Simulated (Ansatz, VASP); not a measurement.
# Two plane-wave programs on Ge

File INCAR:

```
PREC     = Accurate       # precision mode
ENCUT    = 520            # plane-wave cutoff, eV
EDIFF    = 1E-6           # SCF threshold, eV
ISMEAR   = -1             # smearing method
SIGMA    = 0.05           # smearing width, eV
LREAL    = False          # projectors in reciprocal space
LASPH    = True           # aspherical terms in the spheres
NELM     = 60             # most SCF steps
ALGO     = Normal         # electronic algorithm
ISIF     = 2              # what is computed and relaxed
LWAVE    = False          # write WAVECAR
LCHARG   = False          # write CHGCAR
GGA      = PE             # functional
NBANDS   = 13             # bands
```

KPOINTS

```
Automatic mesh
0
Gamma
  12 12 12
```

File POSCAR:

```
Ge
1.0
   -1.5976249096      1.5976249096      1.8606079433
    1.5976249096     -1.5976249096      1.8606079433
    1.5976249096      1.5976249096     -1.8606079433
Ge
1
Direct
    0.5000000000      0.5000000000      0.0000000000
```

The input input.yaml:

```yaml
crystal:
  lattice:
    - [-1.5976249096, 1.5976249096, 1.8606079433]
    - [1.5976249096, -1.5976249096, 1.8606079433]
    - [1.5976249096, 1.5976249096, -1.8606079433]
  atoms:
    - { symbol: Ge, position: [0.5, 0.5, 0.0] }
hamiltonian:
  xc: pbe
  pseudopotentials: { kind: paw, azcp: { folder: soft_1 } }
kpoints:
  mp_grid: { grid: [12, 12, 12] }
scf:
  occupations: { method: fermi_dirac, width: 0.05 }
output:
  forces: true
  stress: true
  eigenvalues: true
  write_density: true
  write_potential: true
  elf: true
  volumetric_format: npy
```

The cell was built by a generator and needn't be a form met in nature.

Alike in both runs: task single point; functional PBE; k mesh 12 × 12 × 12; occupations fermi-dirac, width 0.05 eV; no spin polarisation.

|  | VASP | Ansatz |
| --- | --- | --- |
| version | VASP 6.6.1 | Ansatz 0.2.0 |
| potentials or method | VASP PAW PBE potentials, release 64 (Ge_d) | Ansatz PAW soft_1 |
| plane-wave cutoff (eV) | 520 | 420 |
| valence electrons in the cell | 14 | 14 |

VASP gave:

```
gap on the k mesh at the Fermi level (eV)       : none
pressure (GPa)                                  : 1.8
largest component of the traceless stress (GPa) : 0.30
```

Task: What did Ansatz give for the same quantities?

Result: gap on the k mesh at the Fermi level (eV): none; pressure (GPa): 1.9; largest component of the traceless stress (GPa): 0.30.

A gap of «none» marks a metal or a gap that the smearing closes. The functional is the same, so the differences come from potentials, cutoffs and numerics.
